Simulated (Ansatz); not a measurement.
# Guessed and relaxed cells of Al6Pt

Recipe of this trial structure of Al6Pt: random cell by space group and Wyckoff sites (P6/mmm, No. 191). Its size is a rough estimate.

POSCAR.start

```
Al Pt
1.0
     5.81281    0.00000    0.00000
    -2.90641    5.03405    0.00000
     0.00000    0.00000    4.16009
Al Pt
6 1
Direct
  0.33651 0.00000 0.00000
  0.00000 0.33651 0.00000
  0.66349 0.66349 0.00000
  0.66349 0.00000 0.00000
  0.00000 0.66349 0.00000
  0.33651 0.33651 0.00000
  0.00000 0.00000 0.50000
```

The calculation used Ansatz 0.2.0, DFT PBE, scalar-relativistic, plane waves, PAW. Cutoff 420 eV, Gaussian smearing, Γ-centred meshes. Cell and atoms relax first on a coarse mesh and then on a finer one. In between, the cell is made exact in the group found at 0.06 Å. In metals the finer mesh still leaves noise of several meV/atom or more. The steps can't lower the symmetry of their start. No spin polarisation.

POSCAR.end

```
Al Pt
1.0
     7.81542    0.00000    0.00000
    -3.90771    6.76836    0.00000
     0.00000    0.00000    2.76114
Al Pt
6 1
Direct
  0.33130 0.00000 0.00000
  0.00000 0.33130 0.00000
  0.66870 0.66870 0.00000
  0.66870 0.00000 0.00000
  0.00000 0.66870 0.00000
  0.33130 0.33130 0.00000
  0.00000 0.00000 0.50000
```

The symmetry stays P6/mmm (No. 191). The volume per atom grows by 20.0 %, from 17.4 to 20.9 Å³. The shortest distance goes from 1.90 Å (Al–Al) to 2.59 Å (Al–Al). The ratio c/a of the conventional cell changes by a factor of 0.49. The energy falls by about 3.2 eV/atom (the start's value is from the coarse mesh).

* Volume per atom: 20.87 Å³
* Density: 4.06 g/cm³
* Formation energy: +0.22 eV/atom
* Gap on the 6×6×14 mesh of the 7-atom cell: 0 eV (a metal)

Energies over the elements count from the elements' standard structures at the same level, with no fitted energy shifts. It can't be a ground state, since the elements alone are lower.

The last run used Gaussian smearing of 0.10 eV. These runs have no spin–orbit coupling, which can matter for Pt. A structure relaxed within its symmetry needn't be a true minimum. In all, the 4 runs took 110 s on 1 thread of Intel(R) Xeon(R) Platinum 8259CL CPU @ 2.50GHz (Skylake/Cascade Lake) (shared host).
